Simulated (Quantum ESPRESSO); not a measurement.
## Ti2C under changes of volume

One of the cells (13.194 Å³/atom); the others are scaled copies at fixed shape and fractional positions:

```xyz
3
Lattice="1.5407 0.8895 4.8138 -1.5407 0.8895 4.8138 0.0000 -1.7790 4.8138" Properties=species:S:1:pos:R:3 pbc="T T T"
Ti    0.0000    0.0000   10.8960
Ti    0.0000    0.0000    3.5453
C     0.0000    0.0000    7.2207
```

The cell comes from a database or a generator and needn't be the stable form of this composition.

- Program: Quantum ESPRESSO 7.5
- Functional: PBEsol
- Potentials or basis: GBRV 1.5 PBEsol
- Cutoff: 612 eV
- Density cutoff: 4898 eV
- k mesh: 10 × 10 × 10
- Occupations: fermi-dirac, width 0.05 eV
- Spin: no spin polarisation

```csv
volume (Å³/atom),energy over the lowest point (meV/atom),pressure (GPa),largest force (eV/Å)
12.403,?,?,?
12.667,1.82,3.2,0.276
12.931,0.00,-0.9,0.037
13.194,4.65,-4.7,0.184
13.458,15.14,-8.0,0.387
13.722,30.91,-11.1,0.576
13.986,51.42,-13.8,0.750
```

Task: What does the run at 12.403 Å³/atom give?

Result: Energy over the lowest point 10.81 meV/atom; pressure 7.8 GPa; largest force 0.534 eV/Å.

Worked out: A Birch-Murnaghan fit of order 3 (a polynomial in V^(-2/3)) to the other rows has its minimum at 12.87 Å³/atom with B0 = V·E''(V) = 197 GPa and B' = 4.1 at fixed shape and positions, which overstates the stiffness. It gives 10.85 meV/atom at 12.403 Å³/atom, against the run's 10.81, and -dE/dV = 7.8 GPa, against 7.8.

Energies are extrapolated to zero smearing.
